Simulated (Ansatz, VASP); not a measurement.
**P: VASP beside Ansatz**

INCAR

```
SYSTEM = P
PREC = Accurate
ENCUT = 520
EDIFF = 1E-6
ISMEAR = -1
SIGMA = 0.05
LREAL = .False.
LASPH = .True.
NELM = 100
ALGO = Normal
ISIF = 2
LWAVE = .False.
LCHARG = .False.
NBANDS = 12
```

File KPOINTS:

```
Automatic mesh
0
Gamma
  9 9 9
  0 0 0
```

Contents of POSCAR:

```
P
1.0
    1.7141427808      0.9896607960      3.1086748154
   -1.7141427808      0.9896607960      3.1086748154
    0.0000000000     -1.9793215919      3.1086748154
P
2
Direct
    0.7729197500      0.7729197500      0.7729197500
    0.2270802500      0.2270802500      0.2270802500
```

The input input.yaml:

```yaml
crystal:
  lattice:
    - [1.7141427808, 0.989660796, 3.1086748154]
    - [-1.7141427808, 0.989660796, 3.1086748154]
    - [0.0, -1.9793215919, 3.1086748154]
  atoms:
    - { symbol: P, position: [0.77291975, 0.77291975, 0.77291975] }
    - { symbol: P, position: [0.22708025, 0.22708025, 0.22708025] }
kpoints:
  mp_grid: { grid: [9, 9, 9] }
scf:
  occupations: { method: fermi_dirac, width: 0.05 }
hamiltonian:
  xc: lda
  pseudopotentials: { kind: all_electron, lapw: { basis_error: 0.001 } }
output:
  forces: true
  stress: true
  eigenvalues: true
```

Change from the starting cell: volume scaled by 0.98.

Alike in both runs: task single point; functional LDA; k mesh 9 × 9 × 9; occupations fermi-dirac, width 0.05 eV; no spin polarisation.

|  | VASP | Ansatz |
| --- | --- | --- |
| version | VASP 6.6.1 | Ansatz 0.2.0 |
| potentials or method | VASP PAW LDA potentials, release 64 (P) | all-electron LAPW, scalar-relativistic |
| plane-wave cutoff (eV) | 520 | see its input |

Ansatz gave:

```
gap on the k mesh at the Fermi level (eV)       : none
pressure (GPa)                                  : -1.2
largest component of the traceless stress (GPa) : 1.41
rms of the force components (eV/Å)              : 0.177
```

Task: What did VASP give for the same quantities?

Result: gap on the k mesh at the Fermi level (eV): none; pressure (GPa): -1.5; largest component of the traceless stress (GPa): 1.30; rms of the force components (eV/Å): 0.157.

Atom by atom the forces differ by 0.021 eV/Å (rms over components). A gap of «none» marks a metal or a gap that the smearing closes. Ansatz ran all-electron here, so the differences hold the error of VASP's frozen core and of both bases.
